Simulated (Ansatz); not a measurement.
# Stack of 2H-WS2 under Ta2CF2 MXene, upper layer turned by 180° in a perpendicular field, part 3 of 4

Aim: how the stack of 2H-WS2 under Ta2CF2 MXene, upper layer turned by 180° screens a field along its normal, and what the field does to its bands. A positive field points along +c.

Ansatz 0.2.0; plane-wave DFT, PBE-D3(BJ), Ansatz PAW (the session's first sound run).

So far. Step 8 (Single point, field 0.35 V/Å): The dipole is 0.202 e·Å, 0.197 e·Å from its value without field.

### Step 9. Response, atoms held

This step: plane-wave DFT, PBE-D3(BJ), Ansatz PAW; response to a field along the normal, atoms held (Ansatz 0.2.0).

The dipoles give the slope, and the difference of two potentials shows where the field is screened.

Numbers from this step:

- equivalent conductor thickness p/(ε₀AE): 11.41 Å
- distance between the outer atoms: 10.83 Å

The dipole of the cell by applied field:

```
applied field (V/Å)  dipole of the cell (e·Å)
             -0.200                    -0.101
             -0.100                   -0.0493
              0.000                   0.00507
              0.100                    0.0607
              0.200                     0.117
              0.350                     0.202
```

Local field over the applied field, running mean. From the potentials at -0.1 and 0.1 V/Å; running mean over 2.5 Å. The local field over applied field by z:

```
z (Å)  local field over applied field
  4.5                           0.999
  5.0                           0.997
  5.5                           0.990
  6.0                           0.971
  6.5                           0.923
  7.0                           0.822
  7.5                           0.669
  8.0                           0.496
  8.5                           0.321
  9.0                           0.180
  9.5                          0.0929
 10.0                          0.0501
 10.5                          0.0307
 11.0                          0.0292
 11.5                          0.0310
 12.0                          0.0477
 12.5                          0.0890
 13.0                           0.132
 13.5                           0.160
 14.0                           0.171
 14.5                           0.159
 15.0                           0.124
 15.5                          0.0815
 16.0                          0.0436
 16.5                          0.0140
 17.0                         -2.5e-4
 17.5                          0.0122
 18.0                          0.0535
 18.5                           0.119
 19.0                           0.215
 19.5                           0.349
 20.0                           0.504
 20.5                           0.654
 21.0                           0.792
 21.5                           0.902
 22.0                           0.966
 22.5                           0.990
 23.0                           0.997
 23.5                           0.999
 24.0                           1.000
 24.5                           1.000
```

The induced electron density oscillates, so the rows of the table below give means over windows of 1 Å about each position, cut where the curve ends. Its maxima inside the range that stand out by 2 % of the span (Å: e/Å³ per V/Å): 8.1: 0.00361, 10.5: 0.00103, 11.2: 1.4e-4, 14.3: 8.3e-4, 15.0: 6.6e-4, 15.9: 5.0e-4, 16.9: 4.9e-4, 19.3: -5.5e-4, 19.9: -0.00138. Its minima: 10.1: -6.9e-4, 11.1: -3.4e-5, 13.0: -0.00113, 14.7: 3.6e-4, 15.4: 2.5e-4, 16.4: 2.6e-4, 18.6: -0.00153, 19.7: -0.00197, 20.5: -0.00322.

Electrons, planar mean, per unit field. The induced electron density by z; means over each step:

```
z (Å)  induced electron density (e/Å³ per V/Å)
    5                                   1.8e-5
    6                                   1.6e-4
    7                                  0.00111
    8                                  0.00306
    9                                  0.00104
   10                                  -2.0e-4
   11                                   3.2e-4
   12                                  -3.1e-4
   13                                  -8.9e-4
   14                                   3.3e-4
   15                                   4.5e-4
   16                                   3.9e-4
   17                                   2.5e-4
   18                                  -7.5e-4
   19                                 -0.00106
   20                                 -0.00214
   21                                 -0.00159
   22                                  -1.7e-4
   23                                  -1.3e-5
   24                                  -1.1e-6
```

By hand: between -0.1 and 0.1 V/Å the dipole changes by 0.1100 e·Å, a slope of 0.5501 e·Å²/V. A perfect conductor of thickness t has p = ε₀AEt, so t = 180.95 × 0.5501 / 8.722 = 11.41 Å (e/ε₀ = 180.95 V·Å, A in Å²).

The induced dipole is that of a conductor 11.41 Å thick.

### Step 10. With spin-orbit coupling, k-mesh 12×12×1

This step: plane-wave DFT, PBE, fully relativistic PAW with spin-orbit coupling (Ansatz 0.2.0).

Heavy atoms split their bands by spin-orbit coupling, so this run uses fully relativistic files and two-component states.

File input.yaml:

```yaml
crystal:
  lattice:
    - [3.1735724313, 0.0, 0.0]
    - [-1.5867862157, 2.7483943463, 0.0]
    - [0.0, 0.0, 28.8294066138]
  atoms:
    - { symbol: S, position: [0.3333333333, 0.6666666667, 0.3121812433] }
    - { symbol: W, position: [0.0, 0.0, 0.3666634704] }
    - { symbol: S, position: [0.3333333333, 0.6666666667, 0.421015936] }
    - { symbol: F, position: [0.0, 0.0, 0.5144003906] }
    - { symbol: Ta, position: [0.6666666667, 0.3333333333, 0.5627567943] }
    - { symbol: C, position: [0.3333333333, 0.6666666667, 0.600841744] }
    - { symbol: Ta, position: [0.0, 0.0, 0.6388286526] }
    - { symbol: F, position: [0.6666666667, 0.3333333333, 0.6878187567] }
kpoints:
  mp_grid: { grid: [12, 12, 1] }
  band_path:
    path: [[0, 0, 0], [0.5, 0, 0], [0.33333333, 0.33333333, 0], [0, 0, 0]]
    npoints: 16
hamiltonian:
  xc: pbe
  pseudopotentials: { kind: paw_fr }
magnetization:
  noncollinear: true
  spin_orbit: true
scf:
  occupations: { method: fermi_dirac, width: 0.05 }
  convergence: { dr2_threshold: 1.0e-09 }
efield:
  axis: 3
  dipole_correction: true
  ramp_position: 0.97
  ramp_width: 0.06
  amplitude: 0
output:
  write_potential: true
  write_density: true
  volumetric_format: npy
```

The run is started by

```
$ ansatz run input.yaml --threads 4 --pin off --max-ram 6144MiB --backend cpu --events-out ev --progress --plain --runs-dir out
```

Numbers of over 12 decimals in the logs are rounded to 6 here.

Log:

```text
[...]
non-collinear run that drives no moment, with spin-orbit: no starting moment large enough to seed its density (crystal.atoms[].spin), no starting occupations that ask for one, no magnetisation constraint and no magnetic field, so the semilocal B_xc is pinned to zero
Crystal: 8 atoms, lattice volume = 251.457 Å³
Basis set: ecut = 420 eV, 4933 PW (Γ)
Bands: 86, of which v1, the nominal top of the filled ones, is band 70 counted from 1 (69 counted from 0)
Symmetry: 6 space group operations + 6 with time reversal
[...]
k-points: 19 of 144 (time reversal used)
Projection manifold: j_resolved (fully-relativistic pseudo-atomic orbitals)
[...]
SCF iter   1: F=—  HF=-34000.456251 eV  |F-HF|=—  |Δ(HF+E_count)|=         —  Δρ=6.62e-2  dr2=1.85e1  dr2_m=0.00e0 (ungated)  ethr=3.10e-3  |M|=0.00e0 ∫|m|=0.00e0 μB  |m|>n=0.0e0 m-floor=0.0e0 τ_xc=0.0e0  β_m=1.00  p=0.000 e·Å  D=1.59e-6 V/Å  ΔV_dip=-0.00 eV  dr2_dipole=1.60e-3  V_vac-E_F(+/−)=6.27/6.27 eV  ⟨swp⟩=8.5  Hψ=9255  notcnv=0  defer=9
[...]
spin=Noncollinear: LDOS preconditioning applied to the charge; magnetization (m_x, m_y, m_z) channels mix plain (no charge-response kernel on spin).
SCF iter   2: F=—  HF=-34001.019023 eV  |F-HF|=—  |Δ(HF+E_count)|=   5.63e-1  Δρ=8.32e-2  dr2=8.47e1  dr2_m=0.00e0 (ungated)  ethr=3.10e-3  |M|=0.00e0 ∫|m|=0.00e0 μB  |m|>n=0.0e0 m-floor=0.0e0 τ_xc=0.0e0  β_m=0.55  p=-0.012 e·Å  D=-8.81e-3 V/Å  ΔV_dip=0.25 eV  dr2_dipole=2.47e1  V_vac-E_F(+/−)=2.97/2.71 eV  ⟨swp⟩=4.9  Hψ=4454  notcnv=0  defer=164  recentre
[...]
SCF iter  21: F=-33995.534864 eV  HF=-33995.534864 eV  |F-HF|=3.64e-11  |Δ(HF+E_count)|=  1.89e-10  Δρ=5.24e-8  dr2=2.35e-11  dr2_m=0.00e0 (ungated)  ethr=1.43e-12  |M|=0.00e0 ∫|m|=0.00e0 μB  |m|>n=0.0e0 m-floor=0.0e0 τ_xc=0.0e0  p=0.007 e·Å  D=5.31e-3 V/Å  ΔV_dip=-0.15 eV  dr2_dipole=7.80e-12  V_vac-E_F(+/−)=3.85/4.00 eV  ⟨swp⟩=1.1  Hψ=3413  notcnv=0
SCF 1 converged in 21 iterations: F = -33995.534864 eV  dr2 = 2.35e-11
[...]
SCF converged after 21 iterations
Magnetization: |M| = 0.0000 μB,  M = (+0.0000, +0.0000, +0.0000) μB
Absolute magnetization: 0.0000 μB (∫|m|)
  site 0: m = (+0.0000, +0.0000, +0.0000) μB, |m| = 0.0000 μB  (R = 1.00 Å)
  site 1: m = (+0.0000, +0.0000, +0.0000) μB, |m| = 0.0000 μB  (R = 0.99 Å)
  site 2: m = (+0.0000, +0.0000, +0.0000) μB, |m| = 0.0000 μB  (R = 0.99 Å)
  site 3: m = (+0.0000, +0.0000, +0.0000) μB, |m| = 0.0000 μB  (R = 0.95 Å)
  site 4: m = (+0.0000, +0.0000, +0.0000) μB, |m| = 0.0000 μB  (R = 0.88 Å)
  site 5: m = (+0.0000, +0.0000, +0.0000) μB, |m| = 0.0000 μB  (R = 0.88 Å)
  site 6: m = (+0.0000, +0.0000, +0.0000) μB, |m| = 0.0000 μB  (R = 0.88 Å)
  site 7: m = (+0.0000, +0.0000, +0.0000) μB, |m| = 0.0000 μB  (R = 0.95 Å)
Free energy (F): -33995.534864 eV
[...]
Internal energy: -33995.524684 eV  (E = F + TS)
E sigma→0 (E₀):  -33995.529774 eV
Entropy (-TS):   -0.010180 eV (-1.273 meV/atom)
Fermi energy:    4.317462 eV
Dipole field:    D = 0.005310 V/Å  (p = 0.007379 e·Å, saw-weighted, corrected)
Work function:   Φ+ = 3.8464 eV   Φ− = 3.9994 eV
[...]
--- Band table (eV; the first three rows and the last of 19) ---
  k-point 0: bands = [... 66 lower, 2.5793, 2.5793, 2.6142, 2.6142, 3.6969, 3.6969, 4.9756, 4.9756, ... 12 higher]
  k-point 1: bands = [... 66 lower, 2.5176, 2.5191, 2.7304, 2.7310, 3.7171, 3.7185, 5.1833, 5.1979, ... 12 higher]
  k-point 2: bands = [... 66 lower, 2.2446, 2.2447, 3.1793, 3.1807, 3.8075, 3.8112, 4.8453, 4.8785, ... 12 higher]
  k-point 18: bands = [... 66 lower, 3.1411, 3.1434, 3.5754, 3.5980, 3.7728, 3.7968, 4.4186, 4.4500, ... 12 higher]
```

It took 2.4 min on 4 threads of Arm Neoverse V1, shared host; peak memory 2.3 GiB; 9.4 min of CPU time.

Numbers from this step:

```yaml
energy_at_zero_smearing: -33995.5298 eV
work_function_upper_face: 3.846 eV
work_function_lower_face: 3.999 eV
dipole_along_the_normal: 0.007379 e·Å
step_between_the_vacuum_levels: -0.1531 eV
```

Electronic bands along the path, in eV, zero at the Fermi level:

```
  point  band 67  band 68  band 69  band 70  band 71  band 72  band 73  band 74
      Γ    -1.74    -1.74    -1.70    -1.70    -0.62    -0.62     0.66     0.66
halfway    -2.56    -2.56    -0.51    -0.51    -0.24    -0.24     0.47     0.51
      M    -2.59    -2.59     1.09     1.09     1.39     1.39     1.65     1.65
halfway    -2.32    -1.98     0.14     0.14     0.73     0.88     0.90     0.94
      K    -1.18    -1.17    -0.74    -0.72    -0.54    -0.52     0.10     0.13
halfway    -2.44    -2.43    -1.72    -1.72     0.16     0.41     0.77     0.80
      Γ    -1.74    -1.74    -1.70    -1.70    -0.62    -0.62     0.66     0.66
```

The work function of the upper face is 3.85 eV.

### Step 11. With spin-orbit coupling, k-mesh 12×12×1, field 0.3 V/Å

The same in a field along the normal.

Edit input.yaml of step 10 so:

```diff
@@ -16,5 +16,3 @@
   mp_grid: { grid: [12, 12, 1] }
-  band_path:
-    path: [[0, 0, 0], [0.5, 0, 0], [0.33333333, 0.33333333, 0], [0, 0, 0]]
-    npoints: 16
+  band_path: { path: [[0, 0, 0], [0.12, 0, 0]], npoints: 24 }
 hamiltonian:
@@ -33,3 +31,3 @@
   ramp_width: 0.06
-  amplitude: 0
+  amplitude: 0.3
 output:
```

Log:

```text
[...]
Crystal: 8 atoms, lattice volume = 251.457 Å³
Basis set: ecut = 420 eV, 4933 PW (Γ)
Bands: 86, of which v1, the nominal top of the filled ones, is band 70 counted from 1 (69 counted from 0)
Symmetry: 6 space group operations + 6 with time reversal
[...]
k-points: 19 of 144 (time reversal used)
[...]
k-point 0: bands = [... 66 lower, 2.4672, 2.4672, 2.5732, 2.5732, 3.6614, 3.6614, 4.9770, 4.9770, ... 12 higher]
  k-point 1: bands = [... 66 lower, 2.3889, 2.3942, 2.6898, 2.6905, 3.6811, 3.6821, 5.0958, 5.1153, ... 12 higher]
  k-point 2: bands = [... 66 lower, 2.1197, 2.1221, 3.1396, 3.1406, 3.7726, 3.7741, 4.7362, 4.7500, ... 12 higher]
  k-point 18: bands = [... 66 lower, 3.1079, 3.1087, 3.5408, 3.5571, 3.7378, 3.7566, 4.3038, 4.3355, ... 12 higher]
[key lines of the parts left out:]
SCF converged after 23 iterations
Magnetization: |M| = 0.0000 μB,  M = (+0.0000, +0.0000, +0.0000) μB
Free energy (F): -33995.562470 eV
Fermi energy:    4.270018 eV
Dipole field:    D = 0.127570 V/Å  (p = 0.177276 e·Å, saw-weighted, corrected)
```

Elapsed: 2.1 min, on 4 threads; peak memory 2.3 GiB.

This step gave:

```yaml
energy_at_zero_smearing: -33995.5569 eV
dipole_along_the_normal: 0.1773 e·Å
```

The dipole is 0.177 e·Å.

### Step 12. Spin splitting near the zone centre

This step: plane-wave DFT, PBE, fully relativistic PAW with spin-orbit coupling; spin splitting near the zone centre (Ansatz 0.2.0).

Levels that meet at the zone centre are followed outwards; a split that grows in proportion to k gives the Rashba parameter as ΔE/2k.

Numbers from this step:

```
largest split over 2k that stays linear in k : 0.07874 eV Å
```

Groups of levels that meet at the zone centre and whose split, tested at two k, grows in proportion to k or stays under 1 meV; groups that fail this test are left out. Spin splitting, by row:

```
level at the first point (eV from the Fermi level)  states  split at k = 0.034 1/A (eV)  split over 2k (eV Å)
                                             -1.82       2                      5.00e-4                     0
                                            -1.697       2                      5.00e-4                     0
                                           -0.6086       2                      3.00e-4                     0
                                             0.707       2                       0.0054               0.07874
```

(Continued in part 4 of 4.)

[Logs are printed without paths, hosts, clocks, repeated set-up lines and the standing remarks that a program may print on its own settings, such as how far it seeks lower states.]

[Hosts, paths, dates, database ids (printed as entryN), source tags and the programs' standing remarks are cut or masked in the printed files.]

[Maps of the electrostatic potential energy from Ansatz leave out the sawtooth potential of an applied field or a dipole correction, so their vacuum need not be flat; planar profiles and work functions include it.]
